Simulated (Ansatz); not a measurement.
MoS2:

```
CELL_PARAMETERS angstrom
0.00000 2.99595 2.99595
2.99595 0.00000 2.99595
2.99595 2.99595 0.00000
ATOMIC_POSITIONS crystal
Mo 0.00000 0.00000 0.00000
S 0.25000 0.25000 0.25000
S 0.75000 0.75000 0.75000
```

Measurements of this composition are mostly on another form, of space group No. 194.

Program: Ansatz 0.2.0. Alike in all runs: task single point; potentials or basis Ansatz PAW; cell as given; k mesh 6 × 6 × 6; cutoff (eV) 420; smearing gaussian 0.05 eV. Hardware: 2 threads of Arm Neoverse V1 (shared host).

Q: Order these runs on this cell by their wall time, lowest first.
A. level PBE+U; spin collinear, random start; U Mo d U = 5 eV
B. level PBEsol+U; spin collinear, ferromagnetic start; U Mo d U = 6 eV; fixed moment (μB) 2
C. level PBE+U; spin collinear, random start; U Mo d U = 2 eV

A: C (2.5 s), A (7.2 s), B (19 s).

Caveats: the magnetic or orbital state may not be the lowest; the total moment is fixed, so each spin has its own Fermi level (some runs).
